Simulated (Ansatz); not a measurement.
The system is ZrS.

```xyz
2
Lattice="0.0000 2.6250 2.6250 2.6250 0.0000 2.6250 2.6250 2.6250 0.0000" Properties=species:S:1:pos:R:3 pbc="T T T"
Zr    0.0000    0.0000    0.0000
S     2.6250    2.6250    2.6250
```

Base run:

```yaml
Program: Ansatz 0.2.0
Functional: PBEsol
Potentials_or_basis: all-electron LAPW, scalar-relativistic
Cutoff: 212 eV (chosen from the basis error)
Basis_error_allowed: 0.001 eV/atom
k_mesh: 9 × 9 × 9
Occupations: fermi-dirac, width 0.05 eV
Spin: no spin polarisation
Hubbard_terms: Zr d U = 6 eV
```

Its results: band gap on the k mesh none (metal or under the smearing width); pressure 0.9 GPa.

Problem. The run is repeated on the same cell with these changes: hubbard terms from Zr d U = 6 eV to none. What comes out?

Solution. Band gap on the k mesh none (metal or under the smearing width); pressure -6.4 GPa.

Caveats: U is the effective U less J, on atomic orbitals that reach past the spheres (some runs); U without spin polarisation on a metal has little footing (some runs).
